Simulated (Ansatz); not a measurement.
# Cu/BN/Zn: conductance against the thickness of the layer, part 5 of 6

How fast does the current through Cu/BN/Zn fall with each added layer? The lower electrode is Cu fcc(111), the upper one Zn hcp(0001); the barrier is BN zinc blende(111) (whole bilayers). In the first transport cell, after relaxation, the nearest pair of electrode and barrier is Cu–N at 2.00 Å, along the normal, at the lower face and Zn–B at 2.70 Å, at a slant, too long for a bond, at the upper one. A gap without bonds adds to the barrier. All share a net of side 2.567 Å, which strains the lower electrode by +0.0 %, the upper one by -3.5 % and the barrier by +0.0 %, against typed lattice constants near PBE's. The first steps treat the bulk electrodes alone.

Ansatz 0.2.0; PBE DFT, plane waves, PAW files (the session's first sound run).

So far, transmission at the Fermi level (a spin, zone mean): step 5 (the open system: T(E)) 0.0102; step 6 (23 atoms, atomic planes in the barrier 4, gap between the …) 0.103; step 7 (25 atoms, atomic planes in the barrier 6, gap between the …) 0.0316. Also channels of the lower lead: step 5 0.806.

**8. Conductance, 27 atoms**

Level of this step: PBE DFT, plane waves, PAW files; ballistic transmission by layer matching between semi-infinite leads (Ansatz).

System of this step: Cu/BN/Zn. The cell holds 27 atoms: 8 Cu, 4 N, 4 B and 11 Zn. Its edges and angles: a = 2.567 Å, b = 2.567 Å, c = 65.617 Å, α = 90.0°, β = 90.0°, γ = 120.0°. Regions: left electrode, 8 atoms (8 Cu); barrier, 8 atoms (4 N and 4 B); right electrode, 11 atoms (11 Zn). Vacuum lies along c.

Barrier layers are added or taken out in the middle, and the relaxed faces stay.

input.yaml reads:

```yaml
crystal:
  lattice:
    - [2.567, 0.0, 0.0]
    - [-1.2835, 2.2230872115, 0.0]
    - [0.0, 0.0, 65.6166489675]
  atoms:
    - { symbol: Cu, position: [0.66666667, 0.33333333, 0.1066802421] }
    - { symbol: Cu, position: [0.0, 0.0, 0.1386024413] }
    - { symbol: Cu, position: [0.33333333, 0.66666667, 0.1705246405] }
    - { symbol: Cu, position: [0.66666667, 0.33333333, 0.2024468396] }
    - { symbol: Cu, position: [0.0, 0.0, 0.2343690388] }
    - { symbol: Cu, position: [0.33333333, 0.66666667, 0.2662912379] }
    - { symbol: Cu, position: [0.66666667, 0.33333333, 0.2982134371] }
    - { symbol: Cu, position: [0.0, 0.0, 0.3297232013] }
    - { symbol: "N", position: [0.0, 0.0, 0.360196608] }
    - { symbol: B, position: [0.33333333, 0.66666667, 0.3667753576] }
    - { symbol: "N", position: [0.33333333, 0.66666667, 0.392148971] }
    - { symbol: B, position: [0.66666667, 0.33333333, 0.3993012918] }
    - { symbol: "N", position: [0.66666667, 0.33333333, 0.4243647849] }
    - { symbol: B, position: [0.0, 0.0, 0.4315221851] }
    - { symbol: "N", position: [0.0, 0.0, 0.4568518511] }
    - { symbol: B, position: [0.33333333, 0.66666667, 0.4634983277] }
    - { symbol: Zn, position: [0.66666667, 0.33333333, 0.4978869242] }
    - { symbol: Zn, position: [0.0, 0.0, 0.5353911694] }
    - { symbol: Zn, position: [0.66666667, 0.33333333, 0.5751610126] }
    - { symbol: Zn, position: [0.0, 0.0, 0.6149308557] }
    - { symbol: Zn, position: [0.66666667, 0.33333333, 0.6547006989] }
    - { symbol: Zn, position: [0.0, 0.0, 0.6944705421] }
    - { symbol: Zn, position: [0.66666667, 0.33333333, 0.7342403852] }
    - { symbol: Zn, position: [0.0, 0.0, 0.7740102284] }
    - { symbol: Zn, position: [0.66666667, 0.33333333, 0.8137800715] }
    - { symbol: Zn, position: [0.0, 0.0, 0.8535499147] }
    - { symbol: Zn, position: [0.66666667, 0.33333333, 0.8933197579] }
kpoints:
  mp_grid: { grid: [12, 12, 1] }
scf:
  occupations: { method: fermi_dirac, width: 0.1 }
  max_iter: 150
hamiltonian:
  xc: pbe
output:
  transmission:
    kmesh: [36, 36]
    e_range: [-0.26, 0.27]
    de: 0.0375
    leads: [[3, 4], [21, 23]]
```

On the command line:

```
ansatz run input.yaml --threads 4 --pin off --max-ram 18432MiB --backend cpu --events-out ev --progress --plain --runs-dir out
```

Numbers of over 12 decimals in the logs are rounded to 6 here.

Output:

```text
[...]
Crystal: 27 atoms, lattice volume = 374.452 Å³
Basis set: ecut = 420 eV, 7473 PW (Γ)
Bands: 190, of which v1, the nominal top of the filled ones, is band 158 counted from 1 (157 counted from 0)
Symmetry: 6 space group operations
[...]
k-points: 19 of 144 (time reversal used)
[...]
channels       : 7.939815e-1 a spin
[...]
slowest decay  : 0.0758 /Å at (0.0833, 0.0000)
[...]
filled         : 42.3 meV over the level at which it is neutral
    channels       : 6.072531e-1 a spin
[...]
slowest decay  : 0.0479 /Å at (0.3889, 0.2222)
  junction   : crystal 0 to crystal 1, 13.63 to 43.57 Å
    transmission   : 9.997693e-3 a spin
[...]
resistance     : 7.2117e-2 Ω µm² beyond half of each lead's own
[key lines of the parts left out:]
SCF converged after 13 iterations
Free energy (F): -91676.846650 eV
Fermi energy:    9.919769 eV
```

It took 2.7 min on 4 threads of Arm Neoverse V1, shared host; peak memory 2.2 GiB.

One spin. The transmission, zone mean by energy, zero at the Fermi level:

| energy (eV) | transmission, zone mean |
| --- | --- |
| -0.260 | 0.0166 |
| -0.223 | 0.0159 |
| -0.185 | 0.0146 |
| -0.147 | 0.0134 |
| -0.110 | 0.0124 |
| -0.072 | 0.0116 |
| -0.035 | 0.0107 |
| 0.003 | 0.01000 |
| 0.040 | 0.00933 |
| 0.077 | 0.00852 |
| 0.115 | 0.00776 |
| 0.152 | 0.00720 |
| 0.190 | 0.00673 |
| 0.228 | 0.00624 |
| 0.265 | 0.00577 |

G = 1.4e13 S/m² (1/G = 0.0732 Ω µm²), 0.32 times the step before of this kind. The largest error estimate is 17 %, from the leads' potential steps. In the worse lead the potential repeats within 42 meV, which the program flags as too much for a lead, so G carries that doubt.

**9. Conductance, atomic planes in the barrier 10, gap between the electrodes 13.15 Å**

System of this step: Cu/BN/Zn. The cell holds 29 atoms: 8 Cu, 5 N, 5 B and 11 Zn. Cell: a = 2.567 Å, b = 2.567 Å, c = 67.731 Å, α = 90.0°, β = 90.0°, γ = 120.0°. Regions: left electrode, 8 atoms (8 Cu); barrier, 10 atoms (5 N and 5 B); right electrode, 11 atoms (11 Zn). Vacuum lies along c.

Barrier layers are added or taken out in the middle, and the relaxed faces stay.

input.yaml reads:

```yaml
crystal:
  lattice:
    - [2.567, 0.0, 0.0]
    - [-1.2835, 2.2230872115, 0.0]
    - [0.0, 0.0, 67.730876013]
  atoms:
    - { symbol: Cu, position: [0.66666667, 0.33333333, 0.1033502062] }
    - { symbol: Cu, position: [0.0, 0.0, 0.1342759502] }
    - { symbol: Cu, position: [0.33333333, 0.66666667, 0.1652016943] }
    - { symbol: Cu, position: [0.66666667, 0.33333333, 0.1961274383] }
    - { symbol: Cu, position: [0.0, 0.0, 0.2270531824] }
    - { symbol: Cu, position: [0.33333333, 0.66666667, 0.2579789265] }
    - { symbol: Cu, position: [0.66666667, 0.33333333, 0.2889046705] }
    - { symbol: Cu, position: [0.0, 0.0, 0.3194308538] }
    - { symbol: "N", position: [0.0, 0.0, 0.3489530297] }
    - { symbol: B, position: [0.33333333, 0.66666667, 0.3553264228] }
    - { symbol: "N", position: [0.33333333, 0.66666667, 0.379907996] }
    - { symbol: B, position: [0.66666667, 0.33333333, 0.3868370563] }
    - { symbol: "N", position: [0.66666667, 0.33333333, 0.4111181895] }
    - { symbol: B, position: [0.0, 0.0, 0.4180521707] }
    - { symbol: "N", position: [0.0, 0.0, 0.442333304] }
    - { symbol: B, position: [0.33333333, 0.66666667, 0.4492672852] }
    - { symbol: "N", position: [0.33333333, 0.66666667, 0.4738062827] }
    - { symbol: B, position: [0.66666667, 0.33333333, 0.4802452888] }
    - { symbol: Zn, position: [0.0, 0.0, 0.5135604413] }
    - { symbol: Zn, position: [0.33333333, 0.66666667, 0.5498939872] }
    - { symbol: Zn, position: [0.0, 0.0, 0.5884224102] }
    - { symbol: Zn, position: [0.33333333, 0.66666667, 0.6269508331] }
    - { symbol: Zn, position: [0.0, 0.0, 0.6654792561] }
    - { symbol: Zn, position: [0.33333333, 0.66666667, 0.7040076791] }
    - { symbol: Zn, position: [0.0, 0.0, 0.742536102] }
    - { symbol: Zn, position: [0.33333333, 0.66666667, 0.781064525] }
    - { symbol: Zn, position: [0.0, 0.0, 0.8195929479] }
    - { symbol: Zn, position: [0.33333333, 0.66666667, 0.8581213709] }
    - { symbol: Zn, position: [0.0, 0.0, 0.8966497938] }
kpoints:
  mp_grid: { grid: [12, 12, 1] }
scf:
  occupations: { method: fermi_dirac, width: 0.1 }
  max_iter: 150
hamiltonian:
  xc: pbe
output:
  transmission:
    kmesh: [36, 36]
    e_range: [-0.26, 0.27]
    de: 0.0375
    leads: [[3, 4], [23, 25]]
```

Output:

```text
[...]
Crystal: 29 atoms, lattice volume = 386.517 Å³
Basis set: ecut = 420 eV, 7745 PW (Γ)
Bands: 195, of which v1, the nominal top of the filled ones, is band 162 counted from 1 (161 counted from 0)
Symmetry: 6 space group operations
[...]
k-points: 19 of 144 (time reversal used)
[...]
channels       : 7.939815e-1 a spin
[...]
slowest decay  : 0.0755 /Å at (0.0833, 0.0000)
[...]
filled         : 42.8 meV over the level at which it is neutral
    channels       : 6.072531e-1 a spin
[...]
slowest decay  : 0.0484 /Å at (0.3889, 0.2222)
  junction   : crystal 0 to crystal 1, 13.63 to 45.68 Å
    transmission   : 3.114731e-3 a spin
[...]
resistance     : 2.3276e-1 Ω µm² beyond half of each lead's own
[key lines of the parts left out:]
SCF converged after 13 iterations
Free energy (F): -92219.053006 eV
Fermi energy:    9.990190 eV
```

The job ended after 2.6 min (4 threads; peak memory 2.3 GiB; 10 min of CPU time).

G = 4.3e12 S/m² (1/G = 0.234 Ω µm²), 0.31 times the step before of this kind. The largest error estimate is 20 %, from the leads' potential steps. In the worse lead the potential repeats within 43 meV, which the program flags as too much for a lead, so G carries that doubt.

**10. Conductance on a fine mesh, atomic planes in the barrier 12, gap between the electrodes 15.26 Å**

System of this step: Cu/BN/Zn. The cell holds 31 atoms: 8 Cu, 6 N, 6 B and 11 Zn. Its edges and angles: a = 2.567 Å, b = 2.567 Å, c = 69.845 Å, α = 90.0°, β = 90.0°, γ = 120.0°. Regions: left electrode, 8 atoms (8 Cu); barrier, 12 atoms (6 N and 6 B); right electrode, 11 atoms (11 Zn). Vacuum lies along c.

Barrier layers are added or taken out in the middle, and the relaxed faces stay.

input.yaml reads:

```yaml
crystal:
  lattice:
    - [2.567, 0.0, 0.0]
    - [-1.2835, 2.2230872115, 0.0]
    - [0.0, 0.0, 69.8451030585]
  atoms:
    - { symbol: Cu, position: [0.66666667, 0.33333333, 0.1002217721] }
    - { symbol: Cu, position: [0.0, 0.0, 0.1302113869] }
    - { symbol: Cu, position: [0.33333333, 0.66666667, 0.1602010017] }
    - { symbol: Cu, position: [0.66666667, 0.33333333, 0.1901906165] }
    - { symbol: Cu, position: [0.0, 0.0, 0.2201802313] }
    - { symbol: Cu, position: [0.33333333, 0.66666667, 0.2501698461] }
    - { symbol: Cu, position: [0.66666667, 0.33333333, 0.2801594609] }
    - { symbol: Cu, position: [0.0, 0.0, 0.3097616097] }
    - { symbol: "N", position: [0.0, 0.0, 0.3383901427] }
    - { symbol: B, position: [0.33333333, 0.66666667, 0.3445706118] }
    - { symbol: "N", position: [0.33333333, 0.66666667, 0.3684080952] }
    - { symbol: B, position: [0.66666667, 0.33333333, 0.3751274112] }
    - { symbol: "N", position: [0.66666667, 0.33333333, 0.3986735491] }
    - { symbol: B, position: [0.0, 0.0, 0.4053976371] }
    - { symbol: "N", position: [0.0, 0.0, 0.4289437749] }
    - { symbol: B, position: [0.33333333, 0.66666667, 0.435667863] }
    - { symbol: "N", position: [0.33333333, 0.66666667, 0.4592140008] }
    - { symbol: B, position: [0.66666667, 0.33333333, 0.4659380888] }
    - { symbol: "N", position: [0.66666667, 0.33333333, 0.4897342854] }
    - { symbol: B, position: [0.0, 0.0, 0.4959783813] }
    - { symbol: Zn, position: [0.33333333, 0.66666667, 0.5282850766] }
    - { symbol: Zn, position: [0.66666667, 0.33333333, 0.5635187979] }
    - { symbol: Zn, position: [0.33333333, 0.66666667, 0.6008809568] }
    - { symbol: Zn, position: [0.66666667, 0.33333333, 0.6382431157] }
    - { symbol: Zn, position: [0.33333333, 0.66666667, 0.6756052746] }
    - { symbol: Zn, position: [0.66666667, 0.33333333, 0.7129674335] }
    - { symbol: Zn, position: [0.33333333, 0.66666667, 0.7503295924] }
    - { symbol: Zn, position: [0.66666667, 0.33333333, 0.7876917512] }
    - { symbol: Zn, position: [0.33333333, 0.66666667, 0.8250539101] }
    - { symbol: Zn, position: [0.66666667, 0.33333333, 0.862416069] }
    - { symbol: Zn, position: [0.33333333, 0.66666667, 0.8997782279] }
kpoints:
  mp_grid: { grid: [12, 12, 1] }
scf:
  occupations: { method: fermi_dirac, width: 0.1 }
  max_iter: 150
hamiltonian:
  xc: pbe
output:
  transmission:
    kmesh: [36, 36]
    e_range: [-0.26, 0.27]
    de: 0.0375
    leads: [[3, 4], [25, 27]]
```

Output:

```text
[...]
Crystal: 31 atoms, lattice volume = 398.583 Å³
Basis set: ecut = 420 eV, 7979 PW (Γ)
Bands: 200, of which v1, the nominal top of the filled ones, is band 166 counted from 1 (165 counted from 0)
Symmetry: 6 space group operations
[...]
k-points: 19 of 144 (time reversal used)
[...]
channels       : 7.939815e-1 a spin
[...]
slowest decay  : 0.0754 /Å at (0.0833, 0.0000)
[...]
filled         : 35.2 meV over the level at which it is neutral
    channels       : 5.979938e-1 a spin
[...]
slowest decay  : 0.0068 /Å at (0.2500, 0.1111)
  junction   : crystal 0 to crystal 1, 13.63 to 46.58 Å
    transmission   : 9.763808e-4 a spin
[...]
resistance     : 7.4008e-1 Ω µm² beyond half of each lead's own
[key lines of the parts left out:]
SCF converged after 17 iterations
Free energy (F): -92761.272620 eV
Fermi energy:    10.058878 eV
```

Elapsed: 3.1 min, on 4 threads; peak memory 2.4 GiB.

One spin. Transmission, zone mean against energy, zero at the Fermi level:

| energy (eV) | transmission, zone mean |
| --- | --- |
| -0.260 | 0.00242 |
| -0.223 | 0.00214 |
| -0.185 | 0.00188 |
| -0.147 | 0.00164 |
| -0.110 | 0.00142 |
| -0.072 | 0.00126 |
| -0.035 | 0.00111 |
| 0.003 | 9.8e-4 |
| 0.040 | 8.5e-4 |
| 0.077 | 7.4e-4 |
| 0.115 | 6.3e-4 |
| 0.152 | 5.6e-4 |
| 0.190 | 5.0e-4 |
| 0.228 | 4.4e-4 |
| 0.265 | 3.9e-4 |

G = 1.3e12 S/m² (1/G = 0.741 Ω µm²), 0.32 times the step before of this kind. The largest error estimate is 25 %, from the leads' potential steps. In the worse lead the potential repeats within 43 meV, which the program flags as too much for a lead, so G carries that doubt.

**11. Comparing the runs**

Times are for 4 threads of Arm Neoverse V1, shared host. The series side by side:

| no. | gap between the electrodes (Å) | junction conductance (S/m²) | resistance-area product beyond the leads (Ω um²) | time | memory (GiB) |
| --- | --- | --- | --- | --- | --- |
| 1 | 6.81 | 1.41e14 | 0.006011 | 2.5 min | 2.0 |
| 2 | 8.92 | 4.31e13 | 0.02211 | 2.5 min | 2.1 |
| 3 | 11.03 | 1.37e13 | 0.07212 | 2.7 min | 2.2 |
| 4 | 13.15 | 4.28e12 | 0.2328 | 2.6 min | 2.3 |
| 5 | 15.26 | 1.35e12 | 0.7401 | 3.1 min | 2.4 |

The runs together. The transmission, zone mean by energy, zero at the Fermi level:

| energy (eV) | 6.81 | 8.92 | 11.03 | 13.15 | 15.26 |
| --- | --- | --- | --- | --- | --- |
| -0.260 | 0.121 | 0.0447 | 0.0166 | 0.00630 | 0.00242 |
| -0.223 | 0.125 | 0.0444 | 0.0159 | 0.00576 | 0.00214 |
| -0.185 | 0.117 | 0.0411 | 0.0146 | 0.00519 | 0.00188 |
| -0.147 | 0.111 | 0.0383 | 0.0134 | 0.00465 | 0.00164 |
| -0.110 | 0.112 | 0.0366 | 0.0124 | 0.00418 | 0.00142 |
| -0.072 | 0.113 | 0.0352 | 0.0116 | 0.00381 | 0.00126 |
| -0.035 | 0.106 | 0.0329 | 0.0107 | 0.00344 | 0.00111 |
| 0.003 | 0.103 | 0.0316 | 0.01000 | 0.00311 | 9.8e-4 |
| 0.040 | 0.102 | 0.0304 | 0.00933 | 0.00281 | 8.5e-4 |
| 0.077 | 0.0970 | 0.0284 | 0.00852 | 0.00250 | 7.4e-4 |
| 0.115 | 0.0920 | 0.0264 | 0.00776 | 0.00221 | 6.3e-4 |
| 0.152 | 0.0881 | 0.0249 | 0.00720 | 0.00200 | 5.6e-4 |
| 0.190 | 0.0860 | 0.0240 | 0.00673 | 0.00183 | 5.0e-4 |
| 0.228 | 0.0826 | 0.0227 | 0.00624 | 0.00166 | 4.4e-4 |
| 0.265 | 0.0791 | 0.0214 | 0.00577 | 0.00150 | 3.9e-4 |

**12. Fit against thickness**

This step: Fit of the logarithm of the conductance against the barrier's thickness, from PBE DFT, plane waves, PAW files (Ansatz 0.2.0).

No new run: the logarithm is fitted against the thickness.

This step gave:

* decay constant of the conductance: 0.55 Å⁻¹
* r.m.s. misfit of ln G: 0.01

From the end points alone, β = ln(1.41e+14 / 1.35e+12) / 8.45 Å = 4.65 / 8.45 Å = 0.55 Å⁻¹.

(Part 5 of 6 ends here.)

[Logs are printed without paths, hosts, clocks, repeated set-up lines and the standing remarks that a program may print on its own settings, such as how far it seeks lower states.]

[Hosts, paths, dates, database ids (printed as entryN), source tags and the programs' standing remarks are cut or masked in the printed files.]
